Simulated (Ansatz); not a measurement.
The system is LuH2.

```xyz
3
Lattice="0.0000 2.5165 2.5165 2.5165 0.0000 2.5165 2.5165 2.5165 0.0000" Properties=species:S:1:pos:R:3 pbc="T T T"
Lu    0.0000    0.0000    0.0000
H     3.7748    3.7748    3.7748
H     1.2583    1.2583    1.2583
```

```yaml
Program: Ansatz 0.2.0
Task: relaxation of cell and atoms
Functional: LDA
Potentials_or_basis: Ansatz PAW
Cutoff: "420 eV (not typed: the program's choice for these potentials)"
k_mesh: 9 × 9 × 9
Occupations: fermi-dirac, width 0.05 eV
Spin: no spin polarisation
```

At the start: volume 10.62 Å³/atom.

Problem. How do energy, volume and symmetry change on relaxing?

Solution. It ends after 5 steps and the volume is 9.87 Å³/atom (-7.1 %); space group Fm-3m (No. 225, to 0.05 Å).

The path:
```csv
step,energy change (eV),largest force (eV/Å),volume (Å³)
1,0.0000,0.0000,31.87
2,-0.0519,0.0000,29.83
3,-0.0527,0.0000,29.58
4,-0.0527,0.0000,29.60
5,-0.0508,0.0000,29.60
```

Final structure:
```
Lu H
1.0
     0.00000    2.45533    2.45533
     2.45533    0.00000    2.45533
     2.45533    2.45533    0.00000
Lu H
1 2
Direct
  0.00000 0.00000 0.00000
  0.75000 0.75000 0.75000
  0.25000 0.25000 0.25000
```

Caveat: the plane-wave basis is chosen anew once the cell has moved, so the energies of steps on either side of that aren't comparable; the PAW data sets come from PBE, with cores solved anew for the run's functional, which leaves a small shift of forces and pressure.
